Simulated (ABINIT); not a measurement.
A run of ABINIT 10.8.3 (patched build) is set up as follows.

The input run.abi:

```
# Datasets: ground state, then fixed potential
ndtset 2

# Pseudopotentials
pp_dirpath "./"
pseudos "Te.GGA_PBE-JTH.xml, Mo.GGA_PBE-JTH.xml"

# Structure
acell 3*1.0 Angstrom
rprim
     3.5182000000     0.0000000000     0.0000000000
    -1.7591000000     3.0468505756     0.0000000000
     0.0000000000     0.0000000000    13.9736000000
ntypat 2
znucl 52 42
natom 6
typat 1 1 1 1 2 2
xred
     0.6666666667     0.3333333333     0.3790000000
     0.3333333333     0.6666666667     0.8790000000
     0.6666666667     0.3333333333     0.1210000000
     0.3333333333     0.6666666667     0.6210000000
     0.6666666667     0.3333333333     0.7500000000
     0.3333333333     0.6666666667     0.2500000000

# Plane-wave basis
ecut 489.804952 eV
pawecutdg 36.0

# Exchange and correlation
ixc -497498
usekden 1
pawxcdev 0

# Bands and occupations
occopt 3
tsmear 0.05 eV

# SCF cycle
nstep 100

# Output
iomode 3
prtwf 0
prteig 0
prtebands 0
enunit 1
prtden1 1
prtkden1 1

# Dataset 1
kptopt1 1
ngkpt1 8 8 2
nshiftk1 1
shiftk1 0.0 0.0 0.0
nband1 32
tolvrs1 1.0e-7

# Dataset 2: bands along G-M-K-G-A-L-H-A
iscf2 -2
getden2 1
getkden2 1
nband2 38
nbdbuf2 4
tolwfr2 1.0e-11
kptopt2 -7
ndivsm2 8
prteig2 1
kptbounds2
     0.0000000000     0.0000000000     0.0000000000
     0.5000000000     0.0000000000     0.0000000000
     0.3333333333     0.3333333333     0.0000000000
     0.0000000000     0.0000000000     0.0000000000
     0.0000000000     0.0000000000     0.5000000000
     0.5000000000     0.0000000000     0.5000000000
     0.3333333333     0.3333333333     0.5000000000
     0.0000000000     0.0000000000     0.5000000000
```

Potentials or basis: JTH PAW PBE v2.0.

Command:

```bash
$ abinit run.abi > log 2>&1
```

(1) What does it give for the largest force?

(2) What does it give for the band gap along the path?

Results:

(1) 0.068 eV/Å.

(2) 0.77 eV, indirect (least direct gap 1.13 eV).

Caveat: the PAW data sets were made with another functional, which shifts forces and pressure a little; spin-orbit coupling is left out, which moves the levels of the heavy elements; the mesh misses the band edges, which the band path finds closer together.

**Measured values to compare with.**

“Broadband infrared study of pressure-tunable Fano resonance and metallization transition in 2H-MoTe2”, 2022, pmc:9569381 quotes, for a bulk crystal of Te2Mo at 300 K: band gap 0.88 ± 0.05 eV (indirect).

Measured gap of Te2Mo: 0.88 eV (indirect; 300 K; quoted in “Broadband infrared study of pressure-tunable Fano resonance and metallization transition in 2H-MoTe2”, 2022, pmc:9569381). This calculation gives 0.77 eV (-0.11 eV). Spin-orbit coupling on Mo, Te is left out. The value is that of r2SCAN, without temperature or zero-point motion.
